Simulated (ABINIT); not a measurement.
Runs of ABINIT 10.8.3 (patched build) on FeO. Symmetry: I4/mmm, No. 139, tetragonal system. The conventional cell has a = 3.204 Å, b = 3.204 Å, c = 4.167 Å, α = 90.00°, β = 90.00°, γ = 90.00°. Fe (site symmetry 4/mmm) is surrounded by 6 O at 2.08 to 2.27 Å. Around O (site symmetry 4/mmm) lie 6 Fe at 2.08 to 2.27 Å. The cell comes from a database or a generator and needn't be the stable form of this composition.

```csv
task,potentials or basis,cell,k mesh,cutoff (eV),bands in the sums,broadening (eV),scissor shift (eV),tensor components,cell freedom (optcell),gap on the mesh (eV),pressure (GPa),moment (μB),relaxed volume (Å³/atom)
optical spectrum,PseudoDojo NC SR LDA v0.4.1 standard,as given,12 × 12 × 12,1252,19,0.2,0,"[11, 33]",-,none,-22.9,4.00,-
relaxation of cell and atoms,JTH PAW LDA v2.0,relaxed,9 × 9 × 9,707,-,-,-,-,2,none,0.0,(a),9.12
relaxation of cell and atoms,PseudoDojo NC SR LDA v0.4.1 standard,relaxed,9 × 9 × 9,1252,-,-,-,-,2,none,0.0,3.96,9.17
single point,PseudoDojo NC SR LDA v0.4.1 standard,as given,9 × 9 × 9,1252,-,-,-,-,-,none,-22.9,4.00,-
```

Alike in all rows: level LDA; spin collinear, ferromagnetic start; smearing fermi-dirac 0.05 eV.

Problem. Fill in the values left out.

Solution. (a) 3.82.

Caveats: a cell with one magnetic atom can't hold antiferromagnetic order, which such compounds often take; semilocal functionals often make such compounds metallic where correlation or magnetic order opens a gap, which also shifts bond lengths; so large a pressure means that the cell lies far from this level's equilibrium, or that cutoff or potentials fall short (some runs); the intraband (Drude) term is left out (some runs); spectra need much finer meshes, so this one isn't converged (some runs).

A k mesh can miss the band edges.

A gap of «none» marks a metal or a gap under the smearing width.

Not every run made on this cell is shown here.
